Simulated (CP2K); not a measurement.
# ZrO2 (Fm-3m) in CP2K: notebook

One crystal, ZrO2, is run at these levels: LDA; tasks: single point, equation of state.

Everything below comes from runs of CP2K 2026.2. Logs are shortened: lines on timing, memory, paths and dates and some standing lists are left out, and cuts for length are marked.

## 1. The structure

The structure is cubic, space group Fm-3m (No. 225). Conventional cell: a = 5.090 Å, b = 5.090 Å, c = 5.090 Å, α = 90.00°, β = 90.00°, γ = 90.00°. Zr (site symmetry m-3m) has 8 O at 2.20 Å as nearest neighbours. O (site symmetry -43m) is surrounded by 4 Zr at 2.20 Å.

Measurements of this composition are mostly on another form, of space group No. 14.

## 2. Single point, LDA, 10.99 Å³/atom

The input, zro2_eos.inp:

```
&GLOBAL
  PROJECT zro2_eos
  RUN_TYPE ENERGY_FORCE
  PRINT_LEVEL LOW
&END GLOBAL
&FORCE_EVAL
  METHOD QS
  STRESS_TENSOR ANALYTICAL
  &DFT
    BASIS_SET_FILE_NAME BASIS_MOLOPT_UZH
    POTENTIAL_FILE_NAME GTH_POTENTIALS
    &MGRID
      CUTOFF 600
      REL_CUTOFF 60
      NGRIDS 4
    &END MGRID
    &QS
      METHOD GPW
      EPS_DEFAULT 1.0E-9
    &END QS
    &KPOINTS
      SCHEME MONKHORST-PACK 9 9 9
      GAMMA_CENTERED T
      SYMMETRY T
      SYMMETRY_BACKEND SPGLIB
    &END KPOINTS
    &SCF
      SCF_GUESS ATOMIC
      EPS_SCF 1.0E-6
      MAX_SCF 100
      ADDED_MOS 15
      CHOLESKY OFF
      EPS_EIGVAL 1.0E-7
      &DIAGONALIZATION ON
        ALGORITHM STANDARD
      &END DIAGONALIZATION
      &MIXING ON
        METHOD BROYDEN_MIXING
        ALPHA 0.4
        BETA 1.5
        NBUFFER 8
      &END MIXING
      &SMEAR ON
        METHOD FERMI_DIRAC
        ELECTRONIC_TEMPERATURE 580.23
      &END SMEAR
    &END SCF
    &XC
      &XC_FUNCTIONAL
        &LDA_X
        &END LDA_X
        &LDA_C_PW
        &END LDA_C_PW
      &END XC_FUNCTIONAL
    &END XC
    &PRINT
      &KPOINTS ON
      &END KPOINTS
      &MULLIKEN ON
      &END MULLIKEN
      &MO ON
        ENERGIES T
        OCCUPATION_NUMBERS T
        &EACH
          QS_SCF 0
        &END EACH
        ADD_LAST NUMERIC
      &END MO
    &END PRINT
  &END DFT
  &SUBSYS
    &CELL
      A 3.5992763378 0.0000000000 0.0000000000
      B 1.7996381689 3.1170647437 0.0000000000
      C 1.7996381689 1.0390215812 2.9387968236
      PERIODIC XYZ
    &END CELL
    &COORD
      SCALED
      Zr  0.0000000000 0.0000000000 0.0000000000
      O   0.7500000000 0.7500000000 0.7500000000
      O   0.2500000000 0.2500000000 0.2500000000
    &END COORD
    &KIND Zr
      BASIS_SET TZVP-MOLOPT-PBE-GTH-q12
      POTENTIAL GTH-PADE-q12
    &END KIND
    &KIND O
      BASIS_SET TZVP-MOLOPT-PBE-GTH-q6
      POTENTIAL GTH-PADE-q6
    &END KIND
    &PRINT
      &ATOMIC_COORDINATES ON
      &END ATOMIC_COORDINATES
      &CELL ON
      &END CELL
    &END PRINT
  &END SUBSYS
  &PRINT
    &FORCES ON
    &END FORCES
    &STRESS_TENSOR ON
    &END STRESS_TENSOR
  &END PRINT
&END FORCE_EVAL
```

Potentials or basis: GTH_POTENTIALS Zr GTH-PADE-q12, O GTH-PADE-q6; TZVP-MOLOPT-PBE-GTH basis.

Started as:

```
$ OMP_NUM_THREADS=1 cp2k.psmp -i zro2_eos.inp -o zro2_eos.out
```

zro2_eos.out:

```text

 CP2K| version string:                                       CP2K version 2026.2
 CP2K| Input file name                                              zro2_eos.inp

 GLOBAL| Force Environment number                                              1
 GLOBAL| Basis set file name                                    BASIS_MOLOPT_UZH
 GLOBAL| Potential file name                                      GTH_POTENTIALS
 GLOBAL| MM Potential file name                                     MM_POTENTIAL
 GLOBAL| Coordinate file name                                      __STD_INPUT__
 GLOBAL| Method name                                                        CP2K
 GLOBAL| Project name                                                   zro2_eos
 GLOBAL| Run type                                                   ENERGY_FORCE
 GLOBAL| FFT library                                                       FFTW3
 GLOBAL| Diagonalization library                                       ScaLAPACK
 GLOBAL| Cholesky decomposition library                                ScaLAPACK
 GLOBAL| DGEMM library                                                      BLAS
 GLOBAL| Direct generalized diagonalization requested                          F
 GLOBAL| Matrix multiplication library                                 ScaLAPACK
 GLOBAL| Global print level                                                  LOW
 GLOBAL| Total number of message passing processes                             1
 GLOBAL| Number of threads for this process                                    1
 GLOBAL| CPU model name                                            AMD EPYC 7571

 CELL| Volume [angstrom^3]:                                            32.970883
 CELL| Vector a [angstrom]:       3.599     0.000     0.000   |a| =     3.599276
 CELL| Vector b [angstrom]:       1.800     3.117     0.000   |b| =     3.599276
 CELL| Vector c [angstrom]:       1.800     1.039     2.939   |c| =     3.599276
 CELL| Angle (b,c), alpha [degree]:                                    60.000000
 CELL| Angle (a,c), beta  [degree]:                                    60.000000
 CELL| Angle (a,b), gamma [degree]:                                    60.000000
 CELL| Numerically orthorhombic:                                              NO
 CELL| Periodicity                                                           XYZ

 CELL_REF| Volume [angstrom^3]:                                        32.970883
 CELL_REF| Vector a [angstrom     3.599     0.000     0.000   |a| =     3.599276
 CELL_REF| Vector b [angstrom     1.800     3.117     0.000   |b| =     3.599276
 CELL_REF| Vector c [angstrom     1.800     1.039     2.939   |c| =     3.599276
 CELL_REF| Angle (b,c), alpha [degree]:                                60.000000
 CELL_REF| Angle (a,c), beta  [degree]:                                60.000000
 CELL_REF| Angle (a,b), gamma [degree]:                                60.000000
 CELL_REF| Numerically orthorhombic:                                          NO
 CELL_REF| Periodicity                                                       XYZ
[... 10 lines left out ...]

[... 108 lines left out ...]
     3 Broy./Diag. 0.40E+00   21.4     0.06694533       -79.4657454117 -1.89E+00
     4 Broy./Diag. 0.40E+00   18.4     0.04461559       -79.7073360191 -2.42E-01
     5 Broy./Diag. 0.40E+00   20.2     0.01849740       -79.3367906587  3.71E-01
     6 Broy./Diag. 0.40E+00   18.7     0.01085955       -79.5140986369 -1.77E-01
     7 Broy./Diag. 0.40E+00   19.1     0.00184534       -79.4762321208  3.79E-02
     8 Broy./Diag. 0.40E+00   21.1     0.00242034       -79.5006047134 -2.44E-02
     9 Broy./Diag. 0.40E+00   20.9     0.00008498       -79.4927557055  7.85E-03
    10 Broy./Diag. 0.40E+00   21.3     0.00022745       -79.4941399666 -1.38E-03
    11 Broy./Diag. 0.40E+00   19.9     0.00001097       -79.4932883448  8.52E-04
    12 Broy./Diag. 0.40E+00   21.9     0.00000872       -79.4933035954 -1.53E-05
    13 Broy./Diag. 0.40E+00   20.9     0.00000040       -79.4932832360  2.04E-05

  *** SCF run converged in    13 steps ***

  Electronic density on regular grids:        -23.9999999795        0.0000000205
  Core density on regular grids:               23.9999999892       -0.0000000108
  Total charge density on r-space grids:        0.0000000097
  Total charge density g-space grids:           0.0000000097

  Overlap energy of the core charge distribution:               0.00000000000062
  Self energy of the core charge distribution:               -168.45292784239138
  Core Hamiltonian energy:                                     42.50706981652305
  Hartree energy:                                              59.31611758049156
  Exchange-correlation energy:                                -12.86354279064393
  Electronic entropic energy:                                  -0.00000000000026
  Fermi energy:                                                 0.42234932522263

  Total energy:                                               -79.49328323602035
  Total energy (extrapolated to T->0):                        -79.49328323602022

 MO| EIGENVALUES AND OCCUPATION NUMBERS FOR K POINT 1
 MO|
 MO|  Index      Eigenvalue [a.u.]        Eigenvalue [eV]             Occupation
 MO|      1              -1.454695             -39.584259               2.000000
 MO|      2              -0.648242             -17.639553               2.000000
 MO|      3              -0.627305             -17.069829               2.000000
 MO|      4              -0.627305             -17.069828               2.000000
 MO|      5              -0.280944              -7.644882               2.000000
 MO|      6              -0.235731              -6.414575               2.000000
[... 461 lines left out ...]
 MO|     26               1.383652              37.651086               0.000000
 MO|     27               1.383992              37.660341               0.000000
 MO| Sum:                                                              24.000000
 MO| E(Fermi):            0.422349 a.u.         11.492710 eV
 MO| Band gap:            0.156923 a.u.          4.270088 eV

 [... the levels of further k-points ...]

 !-----------------------------------------------------------------------------!
                     Mulliken Population Analysis

 #  Atom  Element  Kind  Atomic population                           Net charge
       1     Zr       1          9.601643                              2.398357
       2     O        2          7.199176                             -1.199176
       3     O        2          7.199181                             -1.199181
 # Total charge                             24.000000                 -0.000000

 !-----------------------------------------------------------------------------!

 ENERGY| Total FORCE_EVAL ( QS ) energy [hartree]            -79.493286786354403

 FORCES| Atomic forces [hartree/bohr]
 FORCES|   Atom     x               y               z               |f|
 FORCES|      1 -6.10192182E-10  4.71878619E-08  1.79725192E-08   5.04982979E-08
 FORCES|      2  2.84847408E-09 -2.78317468E-08 -3.93818987E-07   3.94811492E-07
 FORCES|      3 -2.23804216E-09 -1.93560180E-08  3.75845620E-07   3.76350361E-07
 FORCES| Sum     2.39737351E-13  9.70002633E-14 -8.47798195E-13
 FORCES| Total atomic force                                       8.86366080E-13

 STRESS| Analytical stress tensor [bar]
 STRESS|                        x                   y                   z
 STRESS|      x       -9.51807223077E+04   4.77059894722E-02   5.29947034888E-02
 STRESS|      y        4.77059894722E-02  -9.51844255068E+04  -3.97344947272E-01
 STRESS|      z        5.29947034888E-02  -3.97344947272E-01  -9.51799246839E+04
 STRESS| 1/3 Trace                                            -9.51816908328E+04
 STRESS| Determinant                                          -8.62303693026E+14

 STRESS| Eigenvectors and eigenvalues of the analytical stress tensor [bar]
 STRESS|                        1                   2                   3
 STRESS| Eigenvalues  -9.51844610437E+04  -9.51807244134E+04  -9.51798870412E+04
 STRESS|      x          -0.013948826536      0.998209658507      0.058162770754
 STRESS|      y           0.996074732874      0.018956910954     -0.086462489302
 STRESS|      z           0.087410278386     -0.056728416077      0.994555845612
```

It took 5.3 min on 1 thread of AMD EPYC, shared host; peak memory 0.44 GiB.

Results:

| Item | Value |
| --- | --- |
| Free energy | -2163.1223 eV |
| Pressure | -9.5 GPa |
| Band gap on the k mesh | 3.28 eV, indirect (least direct gap 3.77 eV) |
| Mulliken charges | Zr +2.40; O -1.20 e |

Caveat: Mulliken charges move with the basis; an odd mesh through Γ misses points on the zone boundary, where band edges often lie; the basis of atomic orbitals isn't converged, which shifts pressures, moduli and gaps.

## 3. Single point, LDA, 10.77 Å³/atom (volume scaled by 0.98)

Edit zro2_eos.inp of step 2 so:

```diff
@@ -11,2 +11,3 @@
     POTENTIAL_FILE_NAME GTH_POTENTIALS
+    WFN_RESTART_FILE_NAME previous-RESTART.kp
     &MGRID
@@ -27,3 +28,3 @@
     &SCF
-      SCF_GUESS ATOMIC
+      SCF_GUESS RESTART
       EPS_SCF 1.0E-6
@@ -72,5 +73,5 @@
     &CELL
-      A 3.5992763378 0.0000000000 0.0000000000
-      B 1.7996381689 3.1170647437 0.0000000000
-      C 1.7996381689 1.0390215812 2.9387968236
+      A 3.5751193929 0.0000000000 0.0000000000
+      B 1.7875596965 3.0961442157 0.0000000000
+      C 1.7875596965 1.0320480719 2.9190727607
       PERIODIC XYZ
```

Potentials or basis: GTH_POTENTIALS Zr GTH-PADE-q12, O GTH-PADE-q6; TZVP-MOLOPT-PBE-GTH basis.

Started as:

```
$ OMP_NUM_THREADS=1 cp2k.psmp -i zro2_eos.inp -o zro2_eos.out
```

Run time: 4.1 min. Hardware: 1 thread of AMD EPYC, shared host; peak memory 0.44 GiB.

Results (log left out):

```
Free energy            : -2163.1517 eV
Pressure               : -4.7 GPa
Band gap on the k mesh : 3.34 eV, indirect (least direct gap 3.83 eV)
Mulliken charges       : Zr +2.41; O -1.20 e
```

Caveat: Mulliken charges move with the basis; an odd mesh through Γ misses points on the zone boundary, where band edges often lie; the basis of atomic orbitals isn't converged, which shifts pressures, moduli and gaps.

## 4. Single point, LDA, 11.21 Å³/atom (volume scaled by 1.02)

Edit zro2_eos.inp of step 3 so:

```diff
@@ -73,5 +73,5 @@
     &CELL
-      A 3.5751193929 0.0000000000 0.0000000000
-      B 1.7875596965 3.0961442157 0.0000000000
-      C 1.7875596965 1.0320480719 2.9190727607
+      A 3.6231132996 0.0000000000 0.0000000000
+      B 1.8115566498 3.1377081582 0.0000000000
+      C 1.8115566498 1.0459027194 2.9582596214
       PERIODIC XYZ
```

Started as:

```
$ OMP_NUM_THREADS=1 cp2k.psmp -i zro2_eos.inp -o zro2_eos.out
```

Run time: 4 min. Hardware: 1 thread of AMD EPYC, shared host; peak memory 0.44 GiB.

It converged, with:

- Free energy: -2163.0740 eV
- Pressure: -13.9 GPa
- Band gap on the k mesh: 3.23 eV, indirect (least direct gap 3.71 eV)
- Mulliken charges: Zr +2.39; O -1.19 e

Caveat: Mulliken charges move with the basis; an odd mesh through Γ misses points on the zone boundary, where band edges often lie; the basis of atomic orbitals isn't converged, which shifts pressures, moduli and gaps.

## 5. Single point, LDA, 10.55 Å³/atom (volume scaled by 0.96)

Edit zro2_eos.inp of step 4 so:

```diff
@@ -73,5 +73,5 @@
     &CELL
-      A 3.6231132996 0.0000000000 0.0000000000
-      B 1.8115566498 3.1377081582 0.0000000000
-      C 1.8115566498 1.0459027194 2.9582596214
+      A 3.5506315053 0.0000000000 0.0000000000
+      B 1.7753157526 3.0749370830 0.0000000000
+      C 1.7753157526 1.0249790276 2.8990784841
       PERIODIC XYZ
```

Started as:

```
$ OMP_NUM_THREADS=1 cp2k.psmp -i zro2_eos.inp -o zro2_eos.out
```

Run time: 4.3 min. Hardware: 1 thread of AMD EPYC, shared host; peak memory 0.44 GiB.

The run converged. Its results:

| Quantity | Value |
| --- | --- |
| Free energy | -2163.1599 eV |
| Pressure | 0.8 GPa |
| Band gap on the k mesh | 3.39 eV, indirect (least direct gap 3.89 eV) |
| Mulliken charges | Zr +2.41; O -1.21 e |

Caveat: Mulliken charges move with the basis; an odd mesh through Γ misses points on the zone boundary, where band edges often lie; the basis of atomic orbitals isn't converged, which shifts pressures, moduli and gaps.

## 6. Single point, LDA, 11.43 Å³/atom (volume scaled by 1.04)

Edit zro2_eos.inp of step 5 so:

```diff
@@ -73,5 +73,5 @@
     &CELL
-      A 3.5506315053 0.0000000000 0.0000000000
-      B 1.7753157526 3.0749370830 0.0000000000
-      C 1.7753157526 1.0249790276 2.8990784841
+      A 3.6466406686 0.0000000000 0.0000000000
+      B 1.8233203343 3.1580834574 0.0000000000
+      C 1.8233203343 1.0526944858 2.9774696377
       PERIODIC XYZ
```

Potentials or basis: GTH_POTENTIALS Zr GTH-PADE-q12, O GTH-PADE-q6; TZVP-MOLOPT-PBE-GTH basis.

Started as:

```
$ OMP_NUM_THREADS=1 cp2k.psmp -i zro2_eos.inp -o zro2_eos.out
```

Wall time 3.7 min (1 thread of AMD EPYC, shared host); peak memory 0.43 GiB.

Results (log left out):

```
Free energy            : -2163.0087 eV
Pressure               : -17.8 GPa
Band gap on the k mesh : 3.17 eV, indirect (least direct gap 3.65 eV)
Mulliken charges       : Zr +2.38; O -1.19 e
```

Caveat: Mulliken charges move with the basis; an odd mesh through Γ misses points on the zone boundary, where band edges often lie; the basis of atomic orbitals isn't converged, which shifts pressures, moduli and gaps.

## 7. Single point, LDA, 10.33 Å³/atom (volume scaled by 0.94)

Edit zro2_eos.inp of step 6 so:

```diff
@@ -73,5 +73,5 @@
     &CELL
-      A 3.6466406686 0.0000000000 0.0000000000
-      B 1.8233203343 3.1580834574 0.0000000000
-      C 1.8233203343 1.0526944858 2.9774696377
+      A 3.5258011019 0.0000000000 0.0000000000
+      B 1.7629005510 3.0534333229 0.0000000000
+      C 1.7629005510 1.0178111076 2.8788045447
       PERIODIC XYZ
```

Started as:

```
$ OMP_NUM_THREADS=1 cp2k.psmp -i zro2_eos.inp -o zro2_eos.out
```

Run time: 3.4 min. Hardware: 1 thread of AMD EPYC, shared host; peak memory 0.44 GiB.

It converged, with:

* Free energy: -2163.1446 eV
* Pressure: 6.8 GPa
* Band gap on the k mesh: 3.44 eV, indirect (least direct gap 3.95 eV)
* Mulliken charges: Zr +2.41; O -1.21 e

Caveat: Mulliken charges move with the basis; an odd mesh through Γ misses points on the zone boundary, where band edges often lie; the basis of atomic orbitals isn't converged, which shifts pressures, moduli and gaps.

## 8. Single point, LDA, 11.65 Å³/atom (volume scaled by 1.06)

Edit zro2_eos.inp of step 7 so:

```diff
@@ -73,5 +73,5 @@
     &CELL
-      A 3.5258011019 0.0000000000 0.0000000000
-      B 1.7629005510 3.0534333229 0.0000000000
-      C 1.7629005510 1.0178111076 2.8788045447
+      A 3.6698683055 0.0000000000 0.0000000000
+      B 1.8349341527 3.1781991810 0.0000000000
+      C 1.8349341527 1.0593997270 2.9964349238
       PERIODIC XYZ
```

Started as:

```
$ OMP_NUM_THREADS=1 cp2k.psmp -i zro2_eos.inp -o zro2_eos.out
```

It took 3.5 min on 1 thread of AMD EPYC, shared host; peak memory 0.46 GiB.

The run converged. Its results:

```yaml
Free_energy: -2162.9286 eV
Pressure: -21.3 GPa
Band_gap_on_the_k_mesh: 3.12 eV, indirect (least direct gap 3.59 eV)
Mulliken_charges: Zr +2.37; O -1.18 e
```

Caveat: Mulliken charges move with the basis; an odd mesh through Γ misses points on the zone boundary, where band edges often lie; the basis of atomic orbitals isn't converged, which shifts pressures, moduli and gaps.

## 9. Equation of state, LDA

Potentials or basis: GTH_POTENTIALS Zr GTH-PADE-q12, O GTH-PADE-q6; TZVP-MOLOPT-PBE-GTH basis.

This step only gathers the single runs of the series.

Results:

- Equilibrium volume: 10.58 Å³/atom
- Bulk modulus: 272 GPa
- Pressure derivative of the bulk modulus: 4.4

Energy against volume, from the lowest point:
```tsv
volume (Å³/atom)	energy (meV/atom)
10.331	5.11
10.551	0.00
10.770	2.73
10.990	12.51
11.210	28.62
11.430	50.39
11.650	77.10
```

Caveat: the basis of atomic orbitals isn't converged, which shifts pressures, moduli and gaps.
